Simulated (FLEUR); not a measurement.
# Sn (Fd-3m) in FLEUR: a series of runs

One crystal, Sn, is run at these levels: PBEsol; tasks: band structure, equation of state.

Everything below comes from runs of FLEUR MaX-R8.1 (later development tree). Logs are shortened: lines on timing, memory, paths and dates and some standing lists are left out, and cuts for length are marked.

### 1 Starting point

It takes space group Fd-3m (No. 227, cubic). The conventional cell has a = 6.467 Å, b = 6.467 Å, c = 6.467 Å, α = 90.00°, β = 90.00°, γ = 90.00°. Around Sn (site symmetry -43m) lie 4 Sn at 2.80 Å.

This isn't the form of Sn at room conditions, which is tetragonal (white tin).

### 2 Band structure, PBEsol

inp.xml reads:

```xml
<?xml version="1.0" encoding="UTF-8" standalone="no"?>
<fleurInput fleurInputVersion="0.39">
   <comment>
      Sn                                                                                                  
   </comment>
   <calculationSetup>
      <cutoffs Kmax="4.1" Gmax="12.7" GmaxXC="12.7" numbands="0"/>
      <scfLoop itmax="60" minDistance="0.00001" maxIterBroyd="15" imix="Anderson" alpha="0.05" precondParam="0.0" spinf="2.0" sdNocoIR="T"/>
      <coreElectrons ctail="T" frcor="F" kcrel="0" coretail_lmax="0"/>
      <xcFunctional name="PBEs" relativisticCorrections="F"/>
      <magnetism jspins="1"/>
      <soc l_soc="F" theta="0.0" phi="0.0" spav="F"/>
      <expertModes spex="0" secvar="F"/>
      <geometryOptimization l_f="F" forcealpha="1.0" forcemix="BFGS" epsdisp="0.00001" epsforce="0.00001"/>
      <ldaU l_linMix="F" mixParam="0.05" spinf="1.0"/>
   </calculationSetup>
   <cell>
      <bzIntegration valenceElectrons="44.0" mode="hist" fermiSmearingEnergy="0.00183747">
         <kPointListSelection listName="default-1"/>
         <!-- k-points included here -->
         <xi:include xmlns:xi="http://www.w3.org/2001/XInclude" href="kpts.xml"> </xi:include>
      </bzIntegration>
      <!-- symmetry operations included here -->
      <xi:include xmlns:xi="http://www.w3.org/2001/XInclude" href="sym.xml"> </xi:include>
      <bulkLattice scale="1.0">
         <bravaisMatrix>
            <row-1>    0.0000000000000000     6.1101323589473129     6.1101323589473129</row-1>
            <row-2>    6.1101323589473129     0.0000000000000000     6.1101323589473129</row-2>
            <row-3>    6.1101323589473129     6.1101323589473129     0.0000000000000000</row-3>
         </bravaisMatrix>
      </bulkLattice>
   </cell>
   <atomSpecies>
      <species name="Tin (Sn)" element="Sn" atomicNumber="50">
         <mtSphere radius="2.45" gridPoints="811" logIncrement="0.016"/>
         <atomicCutoffs lmax="10" lnonsphr="8"/>
         <electronConfig flipSpins="F">
            <coreConfig>(1s1/2) (2s1/2) (2p1/2) (2p3/2) (3s1/2) (3p1/2) (3p3/2) (3d3/2) (3d5/2)</coreConfig>
            <valenceConfig>(4s1/2) (4p1/2) (4p3/2) (5s1/2) (4d3/2) (4d5/2) (5p1/2) (5p3/2)</valenceConfig>
            <stateOccupation state="(5p1/2)" spinUp="0.333333" spinDown="0.333333"/>
            <stateOccupation state="(5p3/2)" spinUp="0.666667" spinDown="0.666667"/>
         </electronConfig>
         <energyParameters s="5" p="5" d="4" f="4"/>
         <lo type="SCLO" l="0" n="4" eDeriv="0"/>
         <lo type="SCLO" l="1" n="4" eDeriv="0"/>
         <lo type="SCLO" l="1" n="4" eDeriv="1"/>
         <lo type="SCLO" l="2" n="4" eDeriv="2"/>
         <lo type="SCLO" l="3" n="4" eDeriv="2"/>
      </species>
   </atomSpecies>
   <atomGroups>
      <atomGroup species="Tin (Sn)">
         <relPos label="                   1">-3.000/8.000 -3.000/8.000 -3.000/8.000</relPos>
         <relPos label="                   2">3.000/8.000 3.000/8.000 3.000/8.000</relPos>
         <force calculate="T" relaxXYZ="TTT"/>
      </atomGroup>
   </atomGroups>
   <output dos="F" band="F" slice="F">
      <checks vchk="F" cdinf="F"/>
      <bandDOS minEnergy="-.5*Htr" maxEnergy="0.5*Htr" sigma="0.015" storeEVData="T"/>
      <vacuumDOS vacdos="F" integ="F" star="F" nstars="0" locx1="0.0" locy1="0.0" locx2="0.0" locy2="0.0" nstm="0" tworkf="0.0"/>
      <unfoldingBand unfoldBand="F" supercellX="1" supercellY="1" supercellZ="1"/>
      <plotting iplot="0" polar="F">
         <plot TwoD="T" vec1="  1.0  0.0  0.0" vec2="  0.0  1.0  0.0" vec3="  0.0  0.0  1.0" zero="  0.0  0.0  0.0" file="plot"/>
      </plotting>
      <chargeDensitySlicing numkpt="0" minEigenval="0.0" maxEigenval="0.0" nnne="0" pallst="F"/>
      <specialOutput eonly="F"/>
      <moessbauerParams electricFieldGradient="T" isomerShift="T" coreHyperfine="T" valenceHyperfine="T"/>
      <magneticCircularDichroism mcd="F" energyLo="-10.0" energyUp="0.0"/>
   </output>
  <!-- We include the file relax.xml here to enable relaxations (see documentation) -->
  <xi:include xmlns:xi="http://www.w3.org/2001/XInclude" href="relax.xml"> <xi:fallback/> </xi:include>
</fleurInput>
```

crystal.txt reads:

```
Sn
&input cartesian=F /
0.0000000000  3.2333428000  3.2333428000
3.2333428000  0.0000000000  3.2333428000
3.2333428000  3.2333428000  0.0000000000
1.8897261246
1.0 1.0 1.0

2
50 0.7500000000  0.7500000000  0.7500000000
50 0.5000000000  0.5000000000  0.5000000000

&kpt div1=7 div2=7 div3=7 gamma=T /
```

inp.xml (bands) reads:

```
<?xml version="1.0" encoding="UTF-8" standalone="no"?>
<fleurInput fleurInputVersion="0.39">
   <comment>
      Sn                                                                                                  
   </comment>
   <calculationSetup>
      <cutoffs Kmax="4.1" Gmax="12.7" GmaxXC="12.7" numbands="0"/>
      <scfLoop itmax="60" minDistance="0.00001" maxIterBroyd="15" imix="Anderson" alpha="0.05" precondParam="0.0" spinf="2.0" sdNocoIR="T"/>
      <coreElectrons ctail="T" frcor="F" kcrel="0" coretail_lmax="0"/>
      <xcFunctional name="PBEs" relativisticCorrections="F"/>
      <magnetism jspins="1"/>
      <soc l_soc="F" theta="0.0" phi="0.0" spav="F"/>
      <expertModes spex="0" secvar="F"/>
      <geometryOptimization l_f="F" forcealpha="1.0" forcemix="BFGS" epsdisp="0.00001" epsforce="0.00001"/>
      <ldaU l_linMix="F" mixParam="0.05" spinf="1.0"/>
   </calculationSetup>
   <cell>
      <bzIntegration valenceElectrons="44.0" mode="hist" fermiSmearingEnergy="0.00183747">
         <kPointListSelection listName="path-1"/>
         <!-- k-points included here -->
         <xi:include xmlns:xi="http://www.w3.org/2001/XInclude" href="kpts.xml"> </xi:include>
      </bzIntegration>
      <!-- symmetry operations included here -->
      <xi:include xmlns:xi="http://www.w3.org/2001/XInclude" href="sym.xml"> </xi:include>
      <bulkLattice scale="1.0">
         <bravaisMatrix>
            <row-1>    0.0000000000000000     6.1101323589473129     6.1101323589473129</row-1>
            <row-2>    6.1101323589473129     0.0000000000000000     6.1101323589473129</row-2>
            <row-3>    6.1101323589473129     6.1101323589473129     0.0000000000000000</row-3>
         </bravaisMatrix>
      </bulkLattice>
   </cell>
   <atomSpecies>
      <species name="Tin (Sn)" element="Sn" atomicNumber="50">
         <mtSphere radius="2.45" gridPoints="811" logIncrement="0.016"/>
         <atomicCutoffs lmax="10" lnonsphr="8"/>
         <electronConfig flipSpins="F">
            <coreConfig>(1s1/2) (2s1/2) (2p1/2) (2p3/2) (3s1/2) (3p1/2) (3p3/2) (3d3/2) (3d5/2)</coreConfig>
            <valenceConfig>(4s1/2) (4p1/2) (4p3/2) (5s1/2) (4d3/2) (4d5/2) (5p1/2) (5p3/2)</valenceConfig>
            <stateOccupation state="(5p1/2)" spinUp="0.333333" spinDown="0.333333"/>
            <stateOccupation state="(5p3/2)" spinUp="0.666667" spinDown="0.666667"/>
         </electronConfig>
         <energyParameters s="5" p="5" d="4" f="4"/>
         <lo type="SCLO" l="0" n="4" eDeriv="0"/>
         <lo type="SCLO" l="1" n="4" eDeriv="0"/>
         <lo type="SCLO" l="1" n="4" eDeriv="1"/>
         <lo type="SCLO" l="2" n="4" eDeriv="2"/>
         <lo type="SCLO" l="3" n="4" eDeriv="2"/>
      </species>
   </atomSpecies>
   <atomGroups>
      <atomGroup species="Tin (Sn)">
         <relPos label="                   1">-3.000/8.000 -3.000/8.000 -3.000/8.000</relPos>
         <relPos label="                   2">3.000/8.000 3.000/8.000 3.000/8.000</relPos>
         <force calculate="T" relaxXYZ="TTT"/>
      </atomGroup>
   </atomGroups>
   <output dos="F" band="T" slice="F">
      <checks vchk="F" cdinf="F"/>
      <bandDOS minEnergy="-.5*Htr" maxEnergy="0.5*Htr" sigma="0.015" storeEVData="T"/>
      <vacuumDOS vacdos="F" integ="F" star="F" nstars="0" locx1="0.0" locy1="0.0" locx2="0.0" locy2="0.0" nstm="0" tworkf="0.0"/>
      <unfoldingBand unfoldBand="F" supercellX="1" supercellY="1" supercellZ="1"/>
      <plotting iplot="0" polar="F">
         <plot TwoD="T" vec1="  1.0  0.0  0.0" vec2="  0.0  1.0  0.0" vec3="  0.0  0.0  1.0" zero="  0.0  0.0  0.0" file="plot"/>
      </plotting>
      <chargeDensitySlicing numkpt="0" minEigenval="0.0" maxEigenval="0.0" nnne="0" pallst="F"/>
      <specialOutput eonly="F"/>
      <moessbauerParams electricFieldGradient="T" isomerShift="T" coreHyperfine="T" valenceHyperfine="T"/>
      <magneticCircularDichroism mcd="F" energyLo="-10.0" energyUp="0.0"/>
   </output>
  <!-- We include the file relax.xml here to enable relaxations (see documentation) -->
  <xi:include xmlns:xi="http://www.w3.org/2001/XInclude" href="relax.xml"> <xi:fallback/> </xi:include>
</fleurInput>
```

Potentials or basis: all-electron, FLAPW.

The run is started by

```bash
$ inpgen -f crystal.txt -profile fastHighL
$ # inp.xml edited to the form shown
$ fleur_MPI
$ fleur_MPI   # second run, on inp.xml (bands)
```

Log:

```text
Welcome to FLEUR        (www.flapw.de)
      MaX-Release 8.1          (www.max-centre.eu)

 ========== k-point set info ==========
 Selected k-point list: default-1
 k-point list type: mesh
 7 x 7 x 7
 Number of k points: 20

 ------------Calculation Setup---------------------------
 Number of MPI-tasks      :            1
 Number of PE/node        :            1
 Number of OMP-threads    :            1
 Most efficient MPI parallelization for:
           1           2           4           5          10          20
 Additional eigenvalue parallelization possible
 Number of basis functions:          611
 Approximate size of matrices (H+S) per k-point:         0.006 GB
 --------------------------------------------------------
 Iteration:     1   Distance:       5.25595494 me/bohr^3
 Iteration:     2   Distance:       4.93688594 me/bohr^3
 Iteration:     3   Distance:       1.59351699 me/bohr^3
 Iteration:     4   Distance:       0.20419244 me/bohr^3
 Iteration:     5   Distance:       0.18536582 me/bohr^3
 Iteration:     6   Distance:       0.02080497 me/bohr^3
 Iteration:     7   Distance:       0.01566062 me/bohr^3
 Iteration:     8   Distance:       0.00528537 me/bohr^3
 Iteration:     9   Distance:       0.00049463 me/bohr^3
 Iteration:    10   Distance:       0.00043535 me/bohr^3
 Iteration:    11   Distance:       0.00002043 me/bohr^3
 Iteration:    12   Distance:       0.00000381 me/bohr^3

 ********************************************************************
 Run finished successfully
 Stop message:
   all done
 ********************************************************************
```

output (bands):

```text
Welcome to FLEUR        (www.flapw.de)
      MaX-Release 8.1          (www.max-centre.eu)

 ========== k-point set info ==========
 Selected k-point list: path-1
 k-point list type: path
 Number of k points: 60

 ------------Calculation Setup---------------------------
 Number of MPI-tasks      :            1
 Number of PE/node        :            1
 Number of OMP-threads    :            1
 Most efficient MPI parallelization for:
           1           2           3           4           5           6          10          12          15          20          30          60
 Additional eigenvalue parallelization possible
 Number of basis functions:          614
 Approximate size of matrices (H+S) per k-point:         0.006 GB
 --------------------------------------------------------
 Fermi energy correction for metals:
 Fermi energy in bands.* files may not be consistent with last density.
 Please correct it manually (e.g. in band.gnu file).

 Note: Band structure data (together with different weights) is also stored in the banddos.hdf file.
       A convenient way of extracting and plotting the data from that file is by making use of the

 ********************************************************************
 Run finished successfully
 Stop message:
   Charge density postprocessing done.
 ********************************************************************
```

out.xml (last iteration):

```text
<iteration numberForCurrentRun="   12" overallNumber="   12">
         <energyParameters units="Htr">
            <atomicEP atomType="1" spin="1" branch="5s" branchLowest="-4.55" branchHighest="0.88" value="-0.1207712744"/>
            <atomicEP atomType="1" spin="1" branch="5p" branchLowest="-2.92" branchHighest="1.57" value="0.0789045344"/>
            <atomicEP atomType="1" spin="1" branch="4d" branchLowest="-17.02" branchHighest="-0.53" value="-0.5751734487"/>
            <atomicEP atomType="1" spin="1" branch="4f" branchLowest="-9.99" branchHighest="1.87" value="0.4180441854"/>
            <loAtomicEP atomType="1" spin="1" branch="4s" branchLowest="-30.65" branchHighest="-4.55" value="-4.5519669732"/>
            <loAtomicEP atomType="1" spin="1" branch="4p" branchLowest="-25.28" branchHighest="-2.92" value="-2.9370095001"/>
            <loAtomicEP atomType="1" spin="1" branch="4p" branchLowest="-25.28" branchHighest="-2.92" value="-2.9370095001"/>
            <loAtomicEP atomType="1" spin="1" branch="4d" branchLowest="-17.02" branchHighest="-0.53" value="-0.5878569120"/>
            <loAtomicEP atomType="1" spin="1" branch="4f" branchLowest="-9.99" branchHighest="1.87" value="0.4180468041"/>
         </energyParameters>
         <eigenvalues>
            <eigenvaluesAt spin="1" ikpt="1" k_x="0.00000000" k_y="0.00000000" k_z="0.00000000">
                      -4.5520226779       -4.5519034158       -2.9287632858       -2.9287632858       -2.9287632858
                      -2.9282105974       -2.9282105974       -2.9282105974       -0.5968826592       -0.5968826592
                      -0.5968826592       -0.5945820526       -0.5945820526       -0.5828120927       -0.5828120927
                      -0.5828120927       -0.5824123816       -0.5824123816       -0.1950244997        0.1757205525
                       0.2015132334        0.2015132334        0.2015132334        0.2773362048        0.2773362048
                       0.2773362048        0.3773207697        0.4922449077        0.4922449077        0.5016308798
                       0.5016308798        0.5016308798        0.5914828227        0.8498720872
            </eigenvaluesAt>
            <eigenvaluesAt spin="1" ikpt="2" k_x="0.00000000" k_y="0.00000000" k_z="0.14285714">
                      -4.5520183663       -4.5519077980       -2.9287700704       -2.9287700704       -2.9287515609
                      -2.9282225969       -2.9282040139       -2.9282040139       -0.5973797011       -0.5973797011
                      -0.5967009815       -0.5938665674       -0.5938665674       -0.5837645772       -0.5837645772
[... 44 lines left out ...]
         </coreStates>
         <allElectronCharges>
            <spinDependentCharge spin="1" total="100.0000000" interstitial="4.3039559" mtSpheres="95.6960441"/>
            <totalCharge value="99.9999999995"/>
         </allElectronCharges>
         <moessbauerParams unitsHFF="kG" unitsIS="e/bohr^3" unitsEFG="Htr/bohr^2">
            <coreIsomerShift atomType="1" isTotal="193344.84094">
               <shell n="1" l="0" isomerShift="169103.02213"/>
               <shell n="2" l="0" isomerShift="19816.38137"/>
               <shell n="2" l="1" isomerShift="477.17924"/>
               <shell n="3" l="0" isomerShift="3848.16881"/>
               <shell n="3" l="1" isomerShift="100.08937"/>
               <shell n="3" l="2" isomerShift="0.00002"/>
            </coreIsomerShift>
            <isomerShift atomType="1" nucleusRadius="0.0001161" averageDensity="194189.86360"/>
            <electricFieldGradient atomType="1" VXX="0.00000" VYY="0.00000" VZZ="0.00000" asymParam="0.00000">
            </electricFieldGradient>
         </moessbauerParams>
         <totalEnergy                                    value="   -12352.6981488437" units="Htr">
            <sumOfEigenvalues                            value="    -7462.0096834165">
               <coreElectrons value="-7397.0698023268"/>
               <valenceElectrons value="-64.9398810897"/>
            </sumOfEigenvalues>
            <densityCoulombPotentialIntegral value="-20038.4876877853"/>
            <densityEffectivePotentialIntegral value="-20466.0330039725"/>
            <chargeDenXCDenIntegral value="-325.1896238394"/>
            <FockExchangeEnergyValence value="0.0000000000"/>
            <FockExchangeEnergyCore value="0.0000000000"/>
            <atomTypeDependentContributions atomType="1">
               <electronNucleiInteractionDifferentMTs value="14963.5303958140"/>
               <MadelungTerm value="-48.7576058536"/>
            </atomTypeDependentContributions>
            <tkbTimesEntropy value="0.0000694459"/>
            <freeEnergy value="-12352.6982182896"/>
            <extrapolationTo0K value="-12352.6981835666"/>
         </totalEnergy>
         <densityConvergence units="me/bohr^3">
            <chargeDensity spin="1" distance="0.0000038146"/>
         </densityConvergence>
      </iteration>
```

Run time: 47 s. Hardware: 1 thread of Intel Xeon Platinum 8259CL at 2.50GHz (Skylake/Cascade Lake), shared host; peak memory 0.07 GiB.

What came out:

```
Free energy                                           : -336134.0424 eV
Band gap along the path                               : none (metal or under the smearing width)
Valence electrons inside the program's atomic spheres : Sn 19.85 (radii Sn 2.45 bohr)
```

Levels at the corners of the path, in eV from the Fermi level:
```csv
point,band 19,band 20,band 21,band 22,band 23,band 24,band 25,band 26
Γ,-10.64,-0.56,0.15,0.15,0.15,2.21,2.21,2.21
X,-7.51,-7.51,-2.45,-2.45,0.81,0.81,7.84,7.84
W,-7.45,-7.45,-3.05,-3.05,3.49,3.49,4.04,4.04
K,-7.92,-7.02,-3.39,-2.08,1.10,3.40,5.83,6.10
Γ,-10.64,-0.56,0.15,0.15,0.15,2.21,2.21,2.21
L,-8.99,-6.30,-1.08,-1.08,0.02,3.28,3.28,5.57
U,-7.92,-7.02,-3.39,-2.08,1.10,3.40,5.83,6.10
W,-7.45,-7.45,-3.05,-3.05,3.49,3.49,4.04,4.04
L,-8.99,-6.30,-1.08,-1.08,0.02,3.28,3.28,5.57
K,-7.92,-7.02,-3.39,-2.08,1.10,3.40,5.83,6.10
U,-7.92,-7.02,-3.39,-2.08,1.10,3.40,5.83,6.10
X,-7.51,-7.51,-2.45,-2.45,0.81,0.81,7.84,7.84
```

Core levels (eV from the Fermi level):
```csv
atom,levels
1 Sn,"1s1/2 -28976.0, 2s1/2 -4369.6, 2p1/2 -4081.9, 2p3/2 -3851.4, 3s1/2 -839.5, 3p1/2 -722.6, 3p3/2 -680.5, 3d3/2 -473.7, 3d5/2 -465.0"
2 Sn,"1s1/2 -28976.0, 2s1/2 -4369.6, 2p1/2 -4081.9, 2p3/2 -3851.4, 3s1/2 -839.5, 3p1/2 -722.6, 3p3/2 -680.5, 3d3/2 -473.7, 3d5/2 -465.0"
```

Caveat: spin-orbit coupling is left out, which moves the levels of the heavy elements.

### 3 Equation of state, PBEsol, 31.77 Å³/atom (volume scaled by 0.94)

inp.xml, as its differences from that of step 2:

```diff
@@ -6,3 +6,3 @@
    <calculationSetup>
-      <cutoffs Kmax="4.1" Gmax="12.7" GmaxXC="12.7" numbands="0"/>
+      <cutoffs Kmax="4.12" Gmax="12.8" GmaxXC="12.8" numbands="0"/>
       <scfLoop itmax="60" minDistance="0.00001" maxIterBroyd="15" imix="Anderson" alpha="0.05" precondParam="0.0" spinf="2.0" sdNocoIR="T"/>
@@ -24,3 +24,3 @@
       <xi:include xmlns:xi="http://www.w3.org/2001/XInclude" href="sym.xml"> </xi:include>
-      <bulkLattice scale="1.0">
+      <bulkLattice scale="0.9795861087">
          <bravaisMatrix>
@@ -34,3 +34,3 @@
       <species name="Tin (Sn)" element="Sn" atomicNumber="50">
-         <mtSphere radius="2.45" gridPoints="811" logIncrement="0.016"/>
+         <mtSphere radius="2.38" gridPoints="811" logIncrement="0.016"/>
          <atomicCutoffs lmax="10" lnonsphr="8"/>
```

Potentials or basis: all-electron, FLAPW.

The run is started by

```bash
$ inpgen -f crystal.txt -profile fastHighL
$ # inp.xml edited to the form shown
$ fleur_MPI
```

Wall time 36 s (1 thread of Intel Xeon Platinum 8259CL at 2.50GHz (Skylake/Cascade Lake), shared host); peak memory 0.08 GiB.

It converged, with:

```
Free energy                                           : -336133.9499 eV
Band gap on the k mesh                                : none (metal or under the smearing width)
Valence electrons inside the program's atomic spheres : Sn 19.70 (radii Sn 2.38 bohr)
```

### 4 Equation of state, PBEsol, 32.45 Å³/atom (volume scaled by 0.96)

inp.xml, as its differences from that of step 3:

```diff
@@ -24,3 +24,3 @@
       <xi:include xmlns:xi="http://www.w3.org/2001/XInclude" href="sym.xml"> </xi:include>
-      <bulkLattice scale="0.9795861087">
+      <bulkLattice scale="0.9864848297">
          <bravaisMatrix>
```

The run is started by

```bash
$ inpgen -f crystal.txt -profile fastHighL
$ # inp.xml edited to the form shown
$ fleur_MPI
```

It took 36 s on 1 thread of Intel Xeon Platinum 8259CL at 2.50GHz (Skylake/Cascade Lake), shared host; peak memory 0.08 GiB.

The run converged. Its results:

- Free energy: -336133.9873 eV
- Band gap on the k mesh: none (metal or under the smearing width)
- Valence electrons inside the program's atomic spheres: Sn 19.69 (radii Sn 2.38 bohr)

(Part 1 of 2 ends here.)
